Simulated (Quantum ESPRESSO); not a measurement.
# SrO (Fm-3m) in Quantum ESPRESSO: settings compared

One crystal, SrO, is run at these levels: PBEsol, PBE; tasks: phonons.

Everything below comes from runs of Quantum ESPRESSO 7.5. Logs are shortened: lines on timing, memory, paths and dates and some standing lists are left out, and cuts for length are marked.

### 1 The crystal as given

Symmetry: Fm-3m, No. 225, cubic system. Conventional cell: a = 5.133 Å, b = 5.133 Å, c = 5.133 Å, α = 90.00°, β = 90.00°, γ = 90.00°. Around Sr (site symmetry m-3m) lie 6 O at 2.57 Å. O (site symmetry m-3m) is surrounded by 6 Sr at 2.57 Å.

### 2 Phonons, PBEsol

Contents of pw.in:

```
&CONTROL
  calculation = 'scf'
  prefix = 'pwscf'
  outdir = './tmp'
  pseudo_dir = './pseudo'
  tprnfor = .true.
  tstress = .true.
  disk_io = 'low'
/
&SYSTEM
  ibrav = 0
  nat = 2
  ntyp = 2
  ecutwfc = 45
  ecutrho = 360
  nbnd = 14
  occupations = 'smearing'
  smearing = 'fd'
  degauss = 0.00367493
/
&ELECTRONS
  conv_thr = 4d-10
  electron_maxstep = 120
  mixing_beta = 0.5
/
ATOMIC_SPECIES
Sr    87.6200 sr_pbesol_v1.uspp.F.UPF
O     15.9990 o_pbesol_v1.2.uspp.F.UPF
CELL_PARAMETERS angstrom
   0.0000000000    2.5663000000    2.5663000000
   2.5663000000    0.0000000000    2.5663000000
   2.5663000000    2.5663000000    0.0000000000
ATOMIC_POSITIONS crystal
Sr     0.5000000000    0.5000000000    0.5000000000
O      0.0000000000    0.0000000000    0.0000000000
K_POINTS automatic
6 6 6 1 1 1
```

Contents of relax.in:

```
&CONTROL
  calculation = 'vc-relax'
  prefix = 'pwscf'
  outdir = './tmp'
  pseudo_dir = './pseudo'
  tprnfor = .true.
  tstress = .true.
  disk_io = 'low'
  nstep = 40
  forc_conv_thr = 0.0001
  etot_conv_thr = 1d-06
/
&SYSTEM
  ibrav = 0
  nat = 2
  ntyp = 2
  ecutwfc = 45
  ecutrho = 360
  nbnd = 14
  occupations = 'smearing'
  smearing = 'fd'
  degauss = 0.00367493
/
&ELECTRONS
  conv_thr = 4d-10
  electron_maxstep = 120
  mixing_beta = 0.5
/
&IONS
  ion_dynamics = 'bfgs'
/
&CELL
  cell_dynamics = 'bfgs'
  press = 0
  press_conv_thr = 0.2
/
ATOMIC_SPECIES
Sr    87.6200 sr_pbesol_v1.uspp.F.UPF
O     15.9990 o_pbesol_v1.2.uspp.F.UPF
CELL_PARAMETERS angstrom
   0.0000000000    2.5663000000    2.5663000000
   2.5663000000    0.0000000000    2.5663000000
   2.5663000000    2.5663000000    0.0000000000
ATOMIC_POSITIONS crystal
Sr     0.5000000000    0.5000000000    0.5000000000
O      0.0000000000    0.0000000000    0.0000000000
K_POINTS automatic
6 6 6 1 1 1
```

Contents of scf2.in:

```
&CONTROL
  calculation = 'scf'
  prefix = 'pwscf'
  outdir = './tmp'
  pseudo_dir = './pseudo'
  tprnfor = .true.
  tstress = .true.
  disk_io = 'low'
/
&SYSTEM
  ibrav = 0
  nat = 2
  ntyp = 2
  ecutwfc = 45
  ecutrho = 360
  nbnd = 14
  occupations = 'fixed'
/
&ELECTRONS
  conv_thr = 1d-13
  electron_maxstep = 120
  mixing_beta = 0.5
  startingpot = 'file'
  startingwfc = 'file'
/
ATOMIC_SPECIES
Sr    87.6200 sr_pbesol_v1.uspp.F.UPF
O     15.9990 o_pbesol_v1.2.uspp.F.UPF
CELL_PARAMETERS angstrom
   0.0000000000    2.5614339485    2.5614339485
   2.5614339485    0.0000000000    2.5614339485
   2.5614339485    2.5614339485    0.0000000000
ATOMIC_POSITIONS crystal
Sr     0.5000000000    0.5000000000    0.5000000000
O      0.0000000000    0.0000000000    0.0000000000
K_POINTS automatic
6 6 6 1 1 1
```

Contents of ph.in:

```
phonons of SrO
&INPUTPH
  prefix = 'pwscf'
  outdir = './tmp'
  tr2_ph = 1d-16
  fildyn = 'dyn'
  niter_ph = 60
  alpha_mix(1) = 0.7
  epsil = .true.
/
0.0000000000 0.0000000000 0.0000000000
```

Contents of dynmat.in:

```
&INPUT
  fildyn = 'dyn'
  asr = 'crystal'
  lperm = .true.
  filout = 'dynmat.disp'
  fileig = 'dynmat.eig'
/
```

Contents of dynmat_lo.in:

```
&INPUT
  fildyn = 'dyn'
  asr = 'crystal'
  filout = 'dynmat_lo.disp'
  fileig = 'dynmat_lo.eig'
  q(1) = 0
  q(2) = 0
  q(3) = 1
/
```

Potentials or basis: GBRV 1.5 PBEsol.

On the command line:

```
$ OMP_NUM_THREADS=1 pw.x -in pw.in > pw.out
$ OMP_NUM_THREADS=1 pw.x -in relax.in > relax.out
$ OMP_NUM_THREADS=1 pw.x -in scf2.in > scf2.out
$ OMP_NUM_THREADS=1 ph.x -in ph.in > ph.out
$ OMP_NUM_THREADS=1 dynmat.x -in dynmat.in > dynmat.out
$ OMP_NUM_THREADS=1 dynmat.x -in dynmat_lo.in > dynmat_lo.out
```

pw.out:

```text
This program is part of the open-source Quantum ESPRESSO suite
     for quantum simulation of materials; please cite
[... 9 lines left out ...]
     --------------------
     sticks:   dense  smooth     PW     G-vecs:    dense   smooth      PW
     Sum        1159     583    187                26301     9377    1687

     Using Slab Decomposition

     bravais-lattice index     =            0
     lattice parameter (alat)  =       6.8584  a.u.
     unit-cell volume          =     228.1124 (a.u.)^3
     number of atoms/cell      =            2
     number of atomic types    =            2
     number of electrons       =        16.00
     number of Kohn-Sham states=           14
     kinetic-energy cutoff     =      45.0000  Ry
     charge density cutoff     =     360.0000  Ry
     scf convergence threshold =      4.0E-10
     mixing beta               =       0.5000
     number of iterations used =            8  plain     mixing
     Exchange-correlation= SLA  PW   PSX  PSC
                           (   1   4  10   8   0   0   0)

     celldm(1)=   6.858376  celldm(2)=   0.000000  celldm(3)=   0.000000
     celldm(4)=   0.000000  celldm(5)=   0.000000  celldm(6)=   0.000000

     crystal axes: (cart. coord. in units of alat)
               a(1) = (   0.000000   0.707107   0.707107 )
               a(2) = (   0.707107   0.000000   0.707107 )
               a(3) = (   0.707107   0.707107   0.000000 )

     reciprocal axes: (cart. coord. in units 2 pi/alat)
               b(1) = ( -0.707107  0.707107  0.707107 )
               b(2) = (  0.707107 -0.707107  0.707107 )
               b(3) = (  0.707107  0.707107 -0.707107 )

     PseudoPot. # 1 for Sr read from file:
     sr_pbesol_v1.uspp.F.UPF
     Pseudo is Ultrasoft + core correction, Zval = 10.0
     Generated by new atomic code, or converted to UPF format
     Using radial grid of  883 points,  6 beta functions with:
                l(1) =   0
                l(2) =   0
                l(3) =   1
                l(4) =   1
                l(5) =   2
                l(6) =   2
     Q(r) pseudized with  6 coefficients,  rinner =    1.400   1.400   1.400
                                                       1.400   1.400

     PseudoPot. # 2 for O  read from file:
     o_pbesol_v1.2.uspp.F.UPF
     Pseudo is Ultrasoft + core correction, Zval =  6.0
     Generated by new atomic code, or converted to UPF format
     Using radial grid of  737 points,  5 beta functions with:
                l(1) =   0
                l(2) =   0
                l(3) =   1
                l(4) =   1
                l(5) =   2
     Q(r) pseudized with  8 coefficients,  rinner =    0.900   0.900   0.900
                                                       0.900   0.900

     atomic species   valence    mass     pseudopotential
     Sr               10.00    87.62000     Sr( 1.00)
     O                 6.00    15.99900     O ( 1.00)

     48 Sym. Ops., with inversion, found

   Cartesian axes

     site n.     atom                  positions (alat units)
         1        Sr     tau(   1) = (   0.7071068   0.7071068   0.7071068  )
         2        O      tau(   2) = (   0.0000000   0.0000000   0.0000000  )

     number of k points=    28  Fermi-Dirac smearing, width (Ry)=  0.0037
                       cart. coord. in units 2pi/alat
        k(    1) = (   0.0589256   0.0589256   0.0589256), wk =   0.0185185
        k(    2) = (   0.1767767   0.1767767  -0.0589256), wk =   0.0555556
        k(    3) = (   0.2946278   0.2946278  -0.1767767), wk =   0.0555556
        k(    4) = (  -0.2946278  -0.2946278   0.4124790), wk =   0.0555556
        k(    5) = (  -0.1767767  -0.1767767   0.2946278), wk =   0.0555556
        k(    6) = (  -0.0589256  -0.0589256   0.1767767), wk =   0.0555556
[... 20 lines left out ...]
        k(   27) = (   0.2946278   0.2946278   0.2946278), wk =   0.0185185
        k(   28) = (  -0.2946278  -0.2946278   0.8838835), wk =   0.0555556

     Dense  grid:    26301 G-vectors     FFT dimensions: (  45,  45,  45)

     Smooth grid:     9377 G-vectors     FFT dimensions: (  30,  30,  30)

     Check: negative core charge=   -0.000001

     Initial potential from superposition of free atoms

     starting charge      15.9692, renormalised to      16.0000

     negative rho (up, down):  6.263E-02 0.000E+00
     Starting wfcs are   17 randomized atomic wfcs

     Self-consistent Calculation

     iteration #  1     ecut=    45.00 Ry     beta= 0.50
     Davidson diagonalization with overlap
     ethr =  1.00E-02,  avg # of iterations =  2.5

     negative rho (up, down):  6.316E-02 0.000E+00

     total energy              =    -102.27623154 Ry
     estimated scf accuracy    <       0.72429317 Ry

     iteration #  2     ecut=    45.00 Ry     beta= 0.50
     Davidson diagonalization with overlap
     ethr =  4.53E-03,  avg # of iterations =  2.0

     negative rho (up, down):  6.388E-02 0.000E+00

     total energy              =    -102.44224041 Ry
     estimated scf accuracy    <       0.59786629 Ry

     iteration #  3     ecut=    45.00 Ry     beta= 0.50
     Davidson diagonalization with overlap
     ethr =  3.74E-03,  avg # of iterations =  1.9

     negative rho (up, down):  6.641E-02 0.000E+00

     total energy              =    -102.55041853 Ry
     estimated scf accuracy    <       0.01271562 Ry

     iteration #  4     ecut=    45.00 Ry     beta= 0.50
     Davidson diagonalization with overlap
     ethr =  7.95E-05,  avg # of iterations =  2.6
[... 46 lines left out ...]
     negative rho (up, down):  6.546E-02 0.000E+00

     total energy              =    -102.55342897 Ry
     estimated scf accuracy    <       0.00000001 Ry

     iteration # 10     ecut=    45.00 Ry     beta= 0.50
     Davidson diagonalization with overlap
     ethr =  7.46E-11,  avg # of iterations =  3.4

     negative rho (up, down):  6.546E-02 0.000E+00

     total energy              =    -102.55342897 Ry
     estimated scf accuracy    <       0.00000008 Ry

     iteration # 11     ecut=    45.00 Ry     beta= 0.50
     Davidson diagonalization with overlap
     ethr =  7.46E-11,  avg # of iterations =  2.0

     negative rho (up, down):  6.546E-02 0.000E+00

     End of self-consistent calculation

          k = 0.0589 0.0589 0.0589 (  1191 PWs)   bands (ev):

   -24.2010  -7.1880  -5.8642  -5.8642  -5.6940   7.7113   7.8460   7.8460
    12.1795  14.0737  14.3077  14.3077  16.5691  16.5691

          k = 0.1768 0.1768-0.0589 (  1168 PWs)   bands (ev):

   -24.1564  -7.7351  -5.9614  -5.8655  -5.2293   6.8767   7.3648   7.6996
    13.4463  13.7408  14.7894  15.3737  17.2350  17.6423

          k = 0.2946 0.2946-0.1768 (  1159 PWs)   bands (ev):

   -24.0868  -8.3171  -6.0149  -5.9154  -4.8329   6.0749   6.9099   7.1457
    14.1165  15.2434  16.0951  16.6891  18.9758  19.1144

          k =-0.2946-0.2946 0.4125 (  1166 PWs)   bands (ev):

   -24.0622  -8.4863  -5.9959  -5.9636  -4.7423   5.8635   6.8547   6.8717
    14.4330  15.6684  16.9683  17.2266  19.8936  19.9692

          k =-0.1768-0.1768 0.2946 (  1163 PWs)   bands (ev):

   -24.1081  -8.1457  -5.9627  -5.9364  -4.9598   6.3125   7.1122   7.2739
    13.7350  14.7004  15.9405  16.1812  18.1996  18.6467

          k =-0.0589-0.0589 0.1768 (  1173 PWs)   bands (ev):

   -24.1773  -7.4908  -5.9132  -5.8985  -5.4132   7.1233   7.7408   7.7899
    12.8286  13.5643  14.8156  14.8870  16.7573  17.2736

          k = 0.2946 0.0589 0.0589 (  1163 PWs)   bands (ev):

   -24.1363  -7.7508  -5.9976  -5.9879  -5.2512   6.6225   7.6822   7.7363
    12.8008  13.6271  15.8337  15.8974  17.1168  18.1847

          k = 0.4125 0.1768-0.0589 (  1167 PWs)   bands (ev):

   -24.0798  -8.0046  -6.1642  -6.0377  -5.2004   6.5116   7.2392   7.5956
    12.7471  14.8551  16.8295  16.9435  18.3158  19.1252

          k =-0.1768-0.4125 0.5303 (  1158 PWs)   bands (ev):

   -24.0433  -8.1952  -6.2780  -6.0930  -5.0641   6.4006   7.0982   7.1794
    13.8902  14.9760  17.2798  17.5480  19.5933  20.7511

          k =-0.0589-0.2946 0.4125 (  1159 PWs)   bands (ev):

   -24.0639  -8.1631  -6.2783  -5.9921  -4.9981   6.3014   6.9570   7.4763
    13.7341  14.9571  16.6867  16.8165  19.2038  20.0536

          k = 0.0589-0.1768 0.2946 (  1161 PWs)   bands (ev):

   -24.1207  -7.9554  -6.0539  -5.9148  -5.0875   6.4886   7.2340   7.6231
    13.3155  14.1711  15.6236  16.1953  17.7316  18.4430

          k = 0.5303 0.0589 0.0589 (  1167 PWs)   bands (ev):

   -24.0489  -7.6558  -6.2808  -6.1767  -5.8208   7.0437   7.7014   7.7590
    11.6279  15.2777  17.6882  17.9166  18.3948  19.0527

          k =-0.0589-0.5303 0.6482 (  1163 PWs)   bands (ev):

   -24.0249  -7.5557  -6.6825  -6.2831  -5.6298   7.2441   7.4633   7.6356
    12.0863  16.0401  16.5698  18.6911  18.9684  20.8150

          k = 0.0589-0.4125 0.5303 (  1164 PWs)   bands (ev):

   -24.0321  -7.9920  -6.5218  -6.1488  -5.1923   6.6034   7.1904   7.4300
    13.7433  14.7632  16.9933  17.8745  19.4320  20.7059

          k = 0.1768-0.2946 0.4125 (  1160 PWs)   bands (ev):

   -24.0631  -8.3395  -6.1076  -5.9827  -4.8828   6.1086   6.9056   7.1288
    14.0898  15.2332  16.8774  17.1734  19.4727  19.8716

          k =-0.6482 0.0589 0.0589 (  1160 PWs)   bands (ev):

   -24.0257  -7.2917  -6.6856  -6.2241  -6.0520   7.4625   7.7269   7.7909
    11.3756  15.8639  17.5616  18.3006  19.0014  19.7626

          k =-0.5303 0.1768-0.0589 (  1166 PWs)   bands (ev):

   -24.0449  -7.8466  -6.3291  -6.2141  -5.4662   6.9188   7.3134   7.6121
    12.3137  15.4880  16.9856  18.0555  18.6872  20.0013

          k =-0.4125 0.0589 0.0589 (  1161 PWs)   bands (ev):

   -24.0893  -7.8192  -6.1055  -6.0941  -5.4211   6.6284   7.6723   7.7282
    12.1175  14.4569  17.0233  17.0766  17.6295  18.6721

          k = 0.1768 0.1768 0.1768 (  1176 PWs)   bands (ev):

   -24.1386  -7.9493  -5.9010  -5.9010  -5.0854   6.6356   7.3165   7.3165
    13.9003  14.1007  15.3166  15.3166  17.8217  17.8217

          k = 0.2946 0.2946 0.0589 (  1164 PWs)   bands (ev):

   -24.0940  -8.1386  -6.1581  -5.9036  -4.9403   6.2659   6.9565   7.5212
    13.8281  14.7105  15.7038  16.5735  18.7759  18.9205

          k =-0.2946-0.2946 0.6482 (  1158 PWs)   bands (ev):

   -24.0465  -8.1650  -6.4105  -6.0027  -5.0197   6.3164   6.9687   7.4244
    14.3998  14.6064  16.9185  16.9811  19.5133  20.9978

          k =-0.1768-0.1768 0.5303 (  1168 PWs)   bands (ev):

   -24.0441  -8.0386  -6.3279  -6.0966  -5.2827   6.7127   7.2031   7.3241
    12.9096  15.5292  17.1595  17.7077  19.1661  20.2776

          k = 0.4125 0.1768 0.1768 (  1165 PWs)   bands (ev):

   -24.0735  -8.1847  -6.0749  -6.0344  -5.0483   6.3474   7.0907   7.2788
    13.2898  15.1633  16.9131  17.0553  18.7615  19.2850

          k =-0.1768-0.4125 0.7660 (  1160 PWs)   bands (ev):

   -24.0385  -8.0021  -6.3881  -6.2217  -5.1833   6.6116   7.1496   7.4828
    13.4563  14.8865  16.8670  17.9498  19.2894  20.9195

          k =-0.0589-0.2946 0.6482 (  1165 PWs)   bands (ev):

   -24.0241  -7.7543  -6.5752  -6.4140  -5.3004   6.8182   7.4450   7.5021
    13.2826  14.7294  16.7048  18.8529  19.3464  20.7237

          k =-0.7660 0.1768 0.1768 (  1149 PWs)   bands (ev):

   -24.0273  -7.8039  -6.6360  -6.1326  -5.4443   6.9573   7.3666   7.4388
    12.7028  15.7750  16.8314  18.1303  19.1042  20.8005

          k = 0.2946 0.2946 0.2946 (  1167 PWs)   bands (ev):

   -24.0750  -8.4738  -5.9370  -5.9370  -4.7143   5.8426   6.8669   6.8669
    14.3692  15.9351  16.6278  16.6278  19.5297  19.5297

          k =-0.2946-0.2946 0.8839 (  1163 PWs)   bands (ev):

   -24.0520  -8.3459  -6.1868  -5.9880  -4.8989   6.1224   6.9209   7.0961
    14.4025  15.0562  17.0101  17.3906  19.7313  20.5267

     the Fermi energy is     9.9481 ev

!    total energy              =    -102.55342898 Ry
     estimated scf accuracy    <          1.7E-10 Ry
     smearing contrib. (-TS)   =      -0.00000000 Ry
     internal energy E=F+TS    =    -102.55342898 Ry

     The total energy is F=E-TS. E is the sum of the following terms:
     one-electron contribution =     -15.87859378 Ry
     hartree contribution      =      16.60161623 Ry
     xc contribution           =     -25.50627015 Ry
     ewald contribution        =     -77.77018127 Ry

     convergence has been achieved in  11 iterations

     negative rho (up, down):  6.546E-02 0.000E+00

     Forces acting on atoms (cartesian axes, Ry/au):

     atom    1 type  1   force =    -0.00000000    0.00000000    0.00000000
     atom    2 type  2   force =     0.00000000   -0.00000000   -0.00000000

     Total force =     0.000000     Total SCF correction =     0.000000

     Computing stress (Cartesian axis) and pressure

     negative rho (up, down):  6.546E-02 0.000E+00
          total   stress  (Ry/bohr**3)                   (kbar)     P=       -5.24
  -0.00003560   0.00000000   0.00000000           -5.24        0.00        0.00
   0.00000000  -0.00003560   0.00000000            0.00       -5.24        0.00
   0.00000000   0.00000000  -0.00003560            0.00        0.00       -5.24

=------------------------------------------------------------------------------=
   JOB DONE.
=------------------------------------------------------------------------------=
```

Run time: 2.2 min. Hardware: 1 thread of AMD EPYC 7R13 (Zen 3), shared host; peak memory 0.14 GiB.

What came out:

| Item | Value |
| --- | --- |
| Free energy | -1395.3107 eV |
| Relaxed volume | 16.81 Å³/atom |
| Relaxed cell | a = 3.622 Å, b = 3.622 Å, c = 3.622 Å, α = 60.00°, β = 60.00°, γ = 60.00° |
| Space group after relaxing (to 0.05 Å) | Fm-3m (No. 225) |
| Pressure after relaxing | 0.0 GPa |
| Electronic dielectric tensor (diagonal) | 3.86 |
| Born charges (mean of the diagonal) | Sr +2.46; O -2.46 e |
| Highest phonon frequency at Γ, LO-TO splitting left out | 204 cm⁻¹ |
| Static dielectric tensor (diagonal) | 19.55 |

Step by step:
```csv
step,energy change (eV),largest force (eV/Å),pressure (GPa),volume (Å³)
1,0.0000,0.0000,-0.52,33.80
2,-0.0002,0.0000,-0.28,33.71
3,-0.0003,0.0000,0.00,33.61
4,-0.0003,0.0000,0.00,33.61
```

Final structure:
```
Sr O
1.0
     0.00000    2.56143    2.56143
     2.56143    0.00000    2.56143
     2.56143    2.56143    0.00000
Sr O
1 1
Direct
  0.50000 0.50000 0.50000
  0.00000 0.00000 0.00000
```

Levels at points of the mesh, in eV from the valence-band top:
```
           k point  band 6  band 7  band 8  band 9  band 10  band 11
(0.08, 0.08, 0.08)   -0.13    0.00    0.00    4.38     6.24     6.48
```

Phonon frequencies in cm⁻¹ (negative: imaginary):
| q point | frequencies |
| --- | --- |
| (0.000, 0.000, 0.000) | 3 3 3 204 204 204 |

Electronic dielectric tensor:
```
3.86 0.00 0.00
0.00 3.86 0.00
0.00 0.00 3.86
```

Born effective charge tensors (e):
atom 1, Sr
```
2.46 0.00 0.00
0.00 2.46 0.00
0.00 0.00 2.46
```
atom 2, O
```
-2.46  0.00  0.00
 0.00 -2.46  0.00
 0.00  0.00 -2.46
```

Optical modes at Γ, degenerate ones joined, polar ones without the macroscopic field:
```
cm⁻¹  components  symmetry  active in  IR intensity, summed ((D/Å)²/amu)
 204           3       T1u         IR                              30.91
```

Zone-centre frequencies without and with the macroscopic field along z (cm⁻¹):
```csv
,optical modes in rising order
without,204 204 204
with the field,204 204 460
```

Static dielectric tensor, electrons and zone-centre modes:
```
19.55  0.00  0.00
 0.00 19.55  0.00
 0.00  0.00 19.55
```

[end of part 1 of 2]
